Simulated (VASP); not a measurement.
**Sn in VASP: one cell, several levels of theory**

Aim: gap, levels, forces and stress of Sn in the diamond structure, under +5.0 % strain along z alone at fixed geometry. Runs: PBE, r2SCAN.

Code: VASP 6.6.1. PAW datasets, plane waves. The values are computed, spin-unpolarised, and not measurements.

## (1) The system as given

The cell comes from an earlier relaxation with r2SCAN in another program, then strained, with the atoms relaxed again.

Space group I4_1/amd (No. 141), tetragonal; a = 4.645 Å, c = 6.897 Å in the conventional setting, 37.20 Å³ an atom. Sn has 4 Sn at 2.89 Å.

Coordinates:

```cif
data_structure
_symmetry_space_group_name_H-M 'I4_1/amd:1'
_symmetry_Int_Tables_number 141
_cell_length_a 4.6449
_cell_length_b 4.6449
_cell_length_c 6.8974
_cell_angle_alpha 90.000
_cell_angle_beta 90.000
_cell_angle_gamma 90.000
_cell_volume 148.81
loop_
_atom_site_label
_atom_site_type_symbol
_atom_site_symmetry_multiplicity
_atom_site_Wyckoff_symbol
_atom_site_fract_x
_atom_site_fract_y
_atom_site_fract_z
_atom_site_occupancy
Sn1 Sn 4 a 0.00000 0.00000 0.00000 1
```

## (2) PBE at this geometry

INCAR

```
ENCUT = 520.000000
SIGMA = 0.020000
EDIFF = 1.00e-07
GGA = PE
PREC = Accurate
IBRION = -1
ISIF = 2
ISMEAR = -1
NBANDS = 21
NELM = 120
NSW = 0
LASPH = .TRUE.
LCHARG = .TRUE.
LELF = .TRUE.
LWAVE = .FALSE.
LREAL = .FALSE.
```

KPOINTS

```
KPOINTS created by Atomic Simulation Environment
0
Gamma
6 6 6
0 0 0
```

KPOINTS_OPT

```
special points
7
Reciprocal
0.0000000000 0.0000000000 0.0000000000 1
0.5000000000 0.0000000000 0.5000000000 1
0.6250000000 0.2500000000 0.6250000000 1
0.3750000000 0.3750000000 0.7500000000 1
0.5000000000 0.5000000000 0.5000000000 1
0.5000000000 0.2500000000 0.7500000000 1
0.0000000000 0.0000000000 0.5000000000 1
```

POSCAR

```
Sn
 1.0000000000000000
     0.0000000000000000    3.2844597802000002    3.4486827693000000
     3.2844597802000002    0.0000000000000000    3.4486827693000000
     3.2844597802000002    3.2844597802000002    0.0000000000000000
 Sn
   2
Cartesian
  0.0000000000000000  0.0000000000000000  0.0000000000000000
  1.6422298901000001  1.6422298901000001  1.7243413846500000
```

The run uses the recommended PBE PAW datasets (28 valence electrons a neutral cell).

Started as:

```sh
$ mpirun -np 1 vasp_std
```

Printed to the terminal (iteration lines stand in OSZICAR):

```text
POSCAR found type information on POSCAR Sn
 POSCAR found :  1 types and       2 ions
 LDA part: xc-table for (Slater+PW92), standard interpolation
 POSCAR, INCAR and KPOINTS ok, starting setup
 FFT: planning ... GRIDC
 FFT: planning ... GRID_SOFT
 FFT: planning ... GRID
 WAVECAR not read
 entering main loop
 Start KPOINTS_OPT (optional k-point list driver)
k-point batch [1-7\7]
```

OSZICAR:

```text
N       E                     dE             d eps       ncg     rms          rms(c)
DAV:   1     0.223534824343E+03    0.22353E+03   -0.14472E+04  1275   0.186E+03
DAV:   2     0.169925812342E+02   -0.20654E+03   -0.20210E+03  1265   0.435E+02
DAV:   3    -0.684414520147E+01   -0.23837E+02   -0.23701E+02  1480   0.138E+02
DAV:   4    -0.765758765252E+01   -0.81344E+00   -0.81313E+00  1430   0.287E+01
DAV:   5    -0.769087299537E+01   -0.33285E-01   -0.33285E-01  1901   0.537E+00    0.284E+00
DAV:   6    -0.766012711999E+01    0.30746E-01   -0.24953E-02  1616   0.199E+00    0.166E+00
DAV:   7    -0.764588248076E+01    0.14245E-01   -0.38495E-02  1415   0.205E+00    0.155E-01
DAV:   8    -0.764762918657E+01   -0.17467E-02   -0.53769E-03  1425   0.827E-01    0.506E-02
DAV:   9    -0.764807477599E+01   -0.44559E-03   -0.55603E-04  1421   0.149E-01    0.121E-02
DAV:  10    -0.764809776664E+01   -0.22991E-04   -0.39728E-05  1611   0.515E-02    0.597E-03
DAV:  11    -0.764810309272E+01   -0.53261E-05   -0.85057E-06  1387   0.168E-02    0.652E-04
DAV:  12    -0.764810308092E+01    0.11808E-07   -0.25527E-07  1255   0.371E-03
   1 F= -.76481031E+01 E0= -.76475216E+01  d E =-.116293E-02
       N       E                     dE             ncg
DAV:   1     0.991072997454E+03   -0.55273E+04      299
DAV:   2    -0.510567844207E+03   -0.15016E+04      294
DAV:   3    -0.686498389214E+03   -0.17593E+03      329
DAV:   4    -0.692480217083E+03   -0.59818E+01      354
DAV:   5    -0.692729876912E+03   -0.24966E+00      429
DAV:   6    -0.692734810401E+03   -0.49335E-02      363
DAV:   7    -0.692735092926E+03   -0.28253E-03      450
DAV:   8    -0.692735095431E+03   -0.25045E-05      379
DAV:   9    -0.692735095485E+03   -0.53817E-07      260
```

The lines after F= are the extra pass for the points of KPOINTS_OPT, at fixed density; their E is not a total energy.

OUTCAR, selected sections:

```text
k-points           NKPTS =     30   k-points in BZ     NKDIM =     30   number of bands    NBANDS=     21

   NELECT =      28.0000    total number of electrons

   dimension x,y,z NGX =    36 NGY =   36 NGZ =   36
   dimension x,y,z NGXF=    72 NGYF=   72 NGZF=   72

  energy-cutoff  :      520.00
  volume of cell :       74.41
      direct lattice vectors                 reciprocal lattice vectors
     0.000000000  3.284459780  3.448682769    -0.152232036  0.152232036  0.144982892
     3.284459780  0.000000000  3.448682769     0.152232036 -0.152232036  0.144982892
     3.284459780  3.284459780  0.000000000     0.152232036  0.152232036 -0.144982892

 k-points in reciprocal lattice and weights: KPOINTS created by Atomic Simulation Env
   0.00000000  0.00000000  0.00000000       0.005
   0.16666667  0.00000000  0.00000000       0.037
   0.33333333 -0.00000000  0.00000000       0.037
   0.50000000  0.00000000  0.00000000       0.019
   0.16666667  0.16666667  0.00000000       0.009
   0.33333333  0.16666667  0.00000000       0.037
   0.50000000  0.16666667  0.00000000       0.037
  -0.33333333  0.16666667  0.00000000       0.037
[... 22 more k-points ...]

 E-fermi :   4.6321

 k-point     1 :       0.0000    0.0000    0.0000
  band No.  band energies     occupation
      1     -16.7521      2.00000
      2     -16.7521      2.00000
      3     -16.7391      2.00000
      4     -16.7007      2.00000
      5     -16.6982      2.00000
      6     -16.4712      2.00000
      7     -16.4623      2.00000
      8     -16.4473      2.00000
      9     -16.4473      2.00000
     10     -16.4469      2.00000
     11      -5.2723      2.00000
     12       3.5561      2.00000
     13       4.6611      0.38018
     14       4.9791      0.00000
     15       4.9791      0.00000
     16       6.8720      0.00000
     17       6.8720      0.00000
     18       7.0681      0.00000
     19       9.7467      0.00000
     20      12.1312      0.00000
     21      12.5700      0.00000

 k-point     2 :       0.1667    0.0000    0.0000
  band No.  band energies     occupation
      1     -16.7651      2.00000
      2     -16.7563      2.00000
      3     -16.7425      2.00000
      4     -16.6809      2.00000
      5     -16.6809      2.00000
      6     -16.4860      2.00000
      7     -16.4860      2.00000
      8     -16.4568      2.00000
      9     -16.4336      2.00000
     10     -16.4261      2.00000
     11      -5.0287      2.00000
     12       1.8759      2.00000
     13       4.3631      2.00000
     14       4.6029      1.62286
     15       5.1430      0.00000
     16       7.4052      0.00000
     17       7.4301      0.00000
     18       7.9685      0.00000
     19      10.7815      0.00000
     20      11.4157      0.00000
     21      11.8232      0.00000

 k-point     3 :       0.3333   -0.0000    0.0000
  band No.  band energies     occupation
      1     -16.7794      2.00000
      2     -16.7663      2.00000
      3     -16.7328      2.00000
      4     -16.6598      2.00000
      5     -16.6570      2.00000
      6     -16.5067      2.00000
      7     -16.5025      2.00000
      8     -16.4699      2.00000
      9     -16.4248      2.00000
     10     -16.4088      2.00000
     11      -4.3652      2.00000
     12      -0.1715      2.00000
     13       3.8353      2.00000
     14       4.1333      2.00000
     15       4.7711      0.00191
     16       7.8863      0.00000
     17       7.9779      0.00000
     18      10.1019      0.00000
     19      10.8831      0.00000
     20      11.9767      0.00000
     21      12.0462      0.00000

 k-point     4 :       0.5000    0.0000    0.0000
  band No.  band energies     occupation
      1     -16.7840      2.00000
      2     -16.7691      2.00000
      3     -16.7272      2.00000
      4     -16.6530      2.00000
      5     -16.6490      2.00000
      6     -16.5128      2.00000
      7     -16.5076      2.00000
      8     -16.4764      2.00000
      9     -16.4229      2.00000
     10     -16.4031      2.00000
     11      -3.8137      2.00000
     12      -1.2170      2.00000
     13       3.6328      2.00000
     14       3.9591      2.00000
     15       4.6006      1.65708
     16       7.9124      0.00000
     17       8.0649      0.00000
     18      10.4917      0.00000
     19      12.8376      0.00000
     20      12.8470      0.00000
     21      13.1844      0.00000

 k-point     5 :       0.1667    0.1667    0.0000
  band No.  band energies     occupation
      1     -16.7652      2.00000
      2     -16.7652      2.00000
      3     -16.7537      2.00000
      4     -16.6821      2.00000
      5     -16.6534      2.00000
      6     -16.5285      2.00000
      7     -16.4778      2.00000
      8     -16.4301      2.00000
      9     -16.4301      2.00000
     10     -16.4266      2.00000
     11      -4.9591      2.00000
     12       1.6216      2.00000
     13       4.0499      2.00000
     14       4.0499      2.00000
     15       6.3378      0.00000
     16       6.4332      0.00000
     17       8.2389      0.00000
     18       8.2389      0.00000
     19      10.2020      0.00000
     20      11.0953      0.00000
     21      13.1921      0.00000

 k-point     6 :       0.3333    0.1667    0.0000
  band No.  band energies     occupation
      1     -16.7827      2.00000
      2     -16.7790      2.00000
      3     -16.7385      2.00000
      4     -16.6605      2.00000
      5     -16.6223      2.00000
      6     -16.5583      2.00000
      7     -16.5008      2.00000
      8     -16.4487      2.00000
      9     -16.4110      2.00000
     10     -16.4059      2.00000
     11      -4.4270      2.00000
     12       0.1206      2.00000
     13       3.1639      2.00000
     14       3.6073      2.00000
     15       6.2735      0.00000
     16       7.1535      0.00000
     17       8.8472      0.00000
     18       9.0060      0.00000
     19      11.1218      0.00000
     20      12.2598      0.00000
     21      12.9865      0.00000

[... the tables of k-points 7 to 30 left out ...]

  Total        0.0783648      0.0783648     -0.6074572      0.0000000      0.0000000      0.0000000
  in kB        1.6874084      1.6874084    -13.0802219      0.0000000      0.0000000      0.0000000
  external PRESSURE =      -3.2351350 kB  Pullay stress =       0.0000000 kB

 POSITION                                       TOTAL-FORCE (eV/Angst)
 -----------------------------------------------------------------------------------
      0.00000      0.00000      0.00000        -0.000000     -0.000000     -0.000000
      1.64223      1.64223      1.72434         0.000000      0.000000      0.000000
 -----------------------------------------------------------------------------------
    total drift:                                0.000000      0.000000      0.000000

  FREE ENERGIE OF THE ION-ELECTRON SYSTEM (eV)
  ---------------------------------------------------
  free  energy   TOTEN  =        -7.6481030809 eV

  energy  without entropy=       -7.6469401549  energy(sigma->0) =       -7.64752162
```

Wall time 39 s (1 MPI rank of Intel Xeon Platinum 8488C, shared host); peak memory 0.22 GiB.

The levels at the points of KPOINTS_OPT are read from vasprun.xml.

Near the gap, in eV above the top of the last filled band v; c is the band after it:

```tsv
point	v−1	v	c	c+1
Γ	-0.32	0.00	0.00	1.89
X	-2.46	-2.46	0.62	0.62
U	-3.19	-2.15	0.85	2.89
K	-3.19	-1.89	1.14	3.33
L	-1.35	-1.02	-0.38	2.93
W	-2.88	-2.88	3.08	3.08
```

PBE: no gap; the band counted as the lowest empty one dips 0.38 eV below the top of the last filled one. Pressure: -0.32 GPa; the forces vanish within 0.01 eV/Å.

The maps below are laid out on this run's own conventional cell (a, b, c = 4.645, 4.645, 6.897 Å).

Density in a lattice plane of the grid's cell (edges 4.64 and 6.90 Å, at 0.000 of the third edge), which holds Sn.

Ten even steps from '0' (0.01 e/Å³) to '9' (12.39 e/Å³):
```
6420000000000024
2100000000000001
0000000121000000
0000002464200000
0000003797300000
0000002464200000
0000000121000000
0000000000000000
0000000000000000
0000000000000000
0000000000000000
0000000000000000
0000000000000000
0000000000000000
0000000000000000
0000000000000000
0000000000000000
2100000000000001
6420000000000024
9730000000000037
```
Columns run along the first of these edges and rows up along the second, over one cell in 16 and 20 even steps from the bottom left corner. Atoms in the plane (fractional): Sn at (0.00, 0.00), Sn at (0.50, 0.75).

ELF in the same plane.

Ten even steps from ' ' (0.01) to '@' (0.62):
```
....++####@@%%##**##%%@@####++..
==++####@@@@##******##@@@@####++
****##@@@@####++==++####@@@@##**
**##%%@@####++......++####@@%%##
==++####****--..**..--****####++
..::==**++**==......==**++**==::
  ..::==++****++==++****++==::..
    ..--++++**********++++--..  
      ..--++**********++--..    
        ..::--======--::..      
            ..........          
                                
                                
......                      ....
====--::..              ..::--==
******++--..          ..--++****
******++++--..      ..--++++****
==++****++==::..  ..::==++****++
....==**++**==::..::==**++**==..
**..--****####++==++####****--..
```
Columns run along the first of these edges and rows up along the second, over one cell in 16 and 20 even steps from the bottom left corner. Atoms in the plane (fractional): Sn at (0.00, 0.00), Sn at (0.50, 0.75).

Both are smooth fields of the valence electrons: close to the nuclei they are not physical.

Outside the cores ELF peaks at 0.66 on the Sn–Sn line, 1.5 Å from Sn.

[end of part 1 of 2]
